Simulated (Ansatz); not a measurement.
# Se in Ansatz: the effect of target pressure

The system is Se.

```
Se
1.0
     4.36620    0.00000    0.00000
    -2.18310    3.78124    0.00000
     0.00000    0.00000    4.95360
Se
3
Direct
  0.77460 0.77460 0.00000
  0.00000 0.22540 0.66667
  0.22540 0.00000 0.33333
```

Alike in all runs:

* Program: Ansatz 0.2.0
* Task: relaxation of cell and atoms
* Functional: PBE
* Potentials or basis: Ansatz PAW
* Cutoff: 420 eV (not typed: the program's choice for these potentials)
* k mesh: 7 × 7 × 6
* Occupations: fermi-dirac, width 0.05 eV
* Spin: no spin polarisation

Each run relaxes the cell or the atoms first.

| target pressure | relaxed volume (Å³/atom) | gap on the mesh (eV) |
| --- | --- | --- |
| 0 GPa | 29.77 | 1.20 |
| 2 GPa | 25.04 | 0.95 |
| 5 GPa | 22.79 | 0.85 |
| 10 GPa | 20.91 | 0.68 |
| 20 GPa | 18.85 | 0.30 |
| 30 GPa | ? | ? |

**Question.** What does the run with target pressure 30 GPa give?

**Answer.** Relaxed volume 17.24 Å³/atom; gap on the mesh none.

Worked out: A parabola through the other rows of the relaxed volume, of slope 1.05 Å³/atom per GPa there, extrapolates to 25.66 Å³/atom, against the run's 17.24. The fit is too stiff a form for this range.

Caveats: the plane-wave basis is chosen anew once the cell has moved, so the energies of steps on either side of that aren't comparable; odd divisions of the mesh miss points on the zone boundary, where band edges often lie, so the gap on the mesh can be too wide (some runs); the volume moved by over 15 % at a fixed basis, so the end points are rough (some runs).

A k mesh can miss the band edges.

A gap of «none» marks a metal or a gap under the smearing width.
